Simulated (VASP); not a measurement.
# InSe: layer in an electric field

InSe, sheet, 4 atoms in the cell. PBEsol; PAW potentials Se, In_d (PBE set).

Vacuum (Å): 10; k-point spacing in the plane (1/Å): 0.25; In-plane mesh in multiples of three: yes; Starting cell: layer relaxed first with the same functional; Layers: 1; Field step (eV/Å): 0.1.

## Input

INCAR.step1:
```
SYSTEM = InSe
PREC = Accurate
ENCUT = 310
EDIFF = 1E-7
ISMEAR = 0
SIGMA = 0.02
LREAL = .FALSE.
LASPH = .TRUE.
ALGO = Normal
NELM = 150
LWAVE = .FALSE.
LCHARG = .FALSE.
GGA = PS
KPAR = 4
LDIPOL = .TRUE.
IDIPOL = 3
DIPOL = 0.5 0.5 0.5
AMIN = 0.01
EFIELD = -0.4
```

INCAR.step2, as INCAR.step1 but for:
```
- EFIELD = -0.4
+ EFIELD = -0.2
```

INCAR.step3 changes the same tag again: EFIELD = -0.1.

INCAR.step4, as INCAR.step3 but for:
```
- EFIELD = -0.1
```

INCAR.step5 to INCAR.step7 change the same tag again: EFIELD = 0.1, 0.2, 0.4.

KPOINTS:
```
Automatic mesh
0
Gamma
  9 9 1
  0 0 0
```

POSCAR:
```
InSe
1.0
    3.9972612773      0.0000000000      0.0000000000
    1.9986306386      3.4617298117      0.0000000000
    0.0000000000      0.0000000000     15.3439801558
Se In
2 2
Direct
    0.0000000000      0.0000000000      0.6741393075
    0.0000000000      0.0000000000      0.3258606925
    0.6666666667      0.6666666667      0.4096565548
    0.6666666667      0.6666666667      0.5903929327
```

Commands (each step's output is kept before the next begins):
```
cat potpaw_PBE.64/Se/POTCAR potpaw_PBE.64/In_d/POTCAR > POTCAR
cp INCAR.step1 INCAR
mpirun -np 4 vasp_std > vasp.out
rm WAVECAR CHG
cp INCAR.step2 INCAR
mpirun -np 4 vasp_std > vasp.out
rm WAVECAR CHG
cp INCAR.step3 INCAR
mpirun -np 4 vasp_std > vasp.out
rm WAVECAR CHG
cp INCAR.step4 INCAR
mpirun -np 4 vasp_std > vasp.out
rm WAVECAR CHG
cp INCAR.step5 INCAR
mpirun -np 4 vasp_std > vasp.out
rm WAVECAR CHG
cp INCAR.step6 INCAR
mpirun -np 4 vasp_std > vasp.out
rm WAVECAR CHG
cp INCAR.step7 INCAR
mpirun -np 4 vasp_std > vasp.out
```

## Result

- Polarisability along the normal (Å³ per cell): 7.96
- 4 pi alpha over area (Å): 7.23

Field series:

| EFIELD (eV/Å) | dipole along z (e Å, as printed) | gap on the mesh (eV) |
|---|---|---|
| -0.400 | -0.2213 | 1.637 |
| -0.200 | -0.1107 | 1.640 |
| -0.100 | -0.0554 | 1.640 |
| 0.000 | -0.0001 | 1.641 |
| 0.100 | 0.0551 | 1.640 |
| 0.200 | 0.1104 | 1.640 |
| 0.400 | 0.2211 | 1.637 |

Limits: In strong fields electrons can gather in the vacuum; the last points may hold such a state.

VASP 6.6.1 took 83 s on 4 cores (Intel Xeon 6975P-C (Granite Rapids)), a shared host.
